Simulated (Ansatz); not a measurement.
Input:

```yaml
crystal:
  lattice:
    - [-4.9028, -4.9028, 0.0]
    - [4.9028, -4.9028, 0.0]
    - [0.0, 0.0, 6.7782]
  atoms:
    - { symbol: Si, position: [0.1897523, 0.4950397, -0.0048723] }
    - { symbol: Si, position: [0.0017123, 0.1825684, 0.2517009] }
    - { symbol: Si, position: [0.8093976, 0.5042199, 0.5045756] }
    - { symbol: Si, position: [6.02e-05, 0.809353, 0.7655551] }
    - { symbol: O, position: [0.3214474, 0.5630101, 0.1896066] }
    - { symbol: O, position: [0.9478083, 0.3117758, 0.4395088] }
    - { symbol: O, position: [0.6810075, 0.4379674, 0.6868231] }
    - { symbol: O, position: [0.0584397, 0.6728782, 0.9374194] }
    - { symbol: O, position: [0.9444558, 0.6776066, 0.5722199] }
    - { symbol: O, position: [0.6732173, 0.561428, 0.3177838] }
    - { symbol: O, position: [0.0613028, 0.3193878, 0.0636721] }
    - { symbol: O, position: [0.3235537, 0.4436796, 0.8155021] }
    - { symbol: Si, position: [0.6861932, -0.0022454, -0.0031615] }
    - { symbol: Si, position: [0.495641, 0.6960896, 0.2483533] }
    - { symbol: Si, position: [0.3034693, -0.0049368, 0.5053389] }
    - { symbol: Si, position: [0.5012208, 0.3150994, 0.7537414] }
    - { symbol: O, position: [0.8190605, 0.0556476, 0.1926107] }
    - { symbol: O, position: [0.4484733, 0.8183392, 0.4404684] }
    - { symbol: O, position: [0.1742581, 0.9495134, 0.6875643] }
    - { symbol: O, position: [0.4407679, 0.1720534, 0.5659369] }
    - { symbol: O, position: [0.1798673, 0.0604086, 0.3025646] }
    - { symbol: O, position: [0.55874, 0.8204368, 0.0596979] }
    - { symbol: "N", position: [0.8164719, 0.9403486, 0.8141183], spin: 1.0 }
magnetization:
  spin_polarized: true
basis:
  ecutwfc: 420.0
kpoints:
  mp_grid: { grid: [2, 2, 2] }
hamiltonian:
  xc: pbesol
  pseudopotentials: { kind: paw, azcp: { folder: soft_1 } }
scf:
  occupations: { method: fermi_dirac, width: 0.02 }
  lower_state_search: "off"
relax:
  f_tol: 0.03
  max_steps: 60
  adjacent_minimum: "off"
output:
  write_density: true
  write_potential: true
  elf: true
  volumetric_format: npy
```

Run as:

```bash
$ ansatz run input.yaml --threads 2 --pin off --max-ram 5120MiB --backend cpu --events-out ev --progress --plain --runs-dir out
```

Hardware: 2 threads of Arm Neoverse V2 (shared host).

Question: Roughly how long does this run take, and how much memory?

Answer: 4.1 min, with a peak of 0.86 GiB, for 22 ionic steps.
